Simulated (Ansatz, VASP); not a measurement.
**B: VASP beside Ansatz**

```
B
1.0
     0.00000    2.49171    2.49171
     2.49171    0.00000    2.49171
     2.49171    2.49171    0.00000
B
4
Cartesian
  0.0000 0.0000 0.0000
  0.0000 1.2459 1.2459
  1.2459 1.2459 0.0000
  1.2459 0.0000 1.2459
```

Alike in both runs: functional r2SCAN; k mesh 8 × 8 × 8; no spin polarisation.

Ansatz relaxed the structure, and its values are those at the end. VASP's run is a single point on that final structure, the one shown.

|  | VASP | Ansatz |
| --- | --- | --- |
| version | VASP 6.6.1 | Ansatz 0.2.0 |
| potentials or method | VASP PAW PBE potentials, release 64 (B) | PAW plane waves |
| plane-wave cutoff (eV) | 520 | 500 |
| occupations | fermi-dirac, width 0.1 eV | fermi-dirac |
| valence electrons in the cell | 12 | 12 |

|  | VASP | Ansatz | Ansatz less VASP |
| --- | --- | --- | --- |
| gap on the k mesh at the Fermi level (eV) | none | none | - |
| pressure (GPa) | -0.1 | 0.0 | +0.06 |

A gap of «none» marks a metal or a gap that the smearing closes.

Caveats: the PAW data sets were made with another functional, which shifts forces and pressure a little (VASP).
